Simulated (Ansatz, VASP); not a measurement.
# Two plane-wave programs on Rb

```
CELL_PARAMETERS angstrom
-2.80600 2.59555 2.59555
2.80600 -3.01645 3.01645
2.80600 3.01645 -3.01645
ATOMIC_POSITIONS crystal
Rb 0.00000 0.00000 0.00000
```

Change from the starting cell: strain -0.1500 x Voigt [0, 0, 0, 1, 0, 0], atoms carried along.

Alike in both runs: task single point; functional LDA; k mesh 12 × 12 × 12; occupations gaussian, width 0.15 eV; no spin polarisation.

|  | VASP | Ansatz |
| --- | --- | --- |
| version | VASP 6.6.1 | Ansatz 0.2.0 |
| potentials or method | VASP PAW LDA potentials, release 64 (Rb_sv) | scalar-relativistic, plane waves, PAW |
| plane-wave cutoff (eV) | 520 | 420 |
| valence electrons in the cell | 9 | 9 |

|  | VASP | Ansatz | Ansatz less VASP |
| --- | --- | --- | --- |
| gap on the k mesh at the Fermi level (eV) | none | none | - |
| pressure (GPa) | -0.3 | -0.3 | 0.00 |
| largest component of the traceless stress (GPa) | 0.25 | 0.25 | -0.001 |

A gap of «none» marks a metal or a gap that the smearing closes.
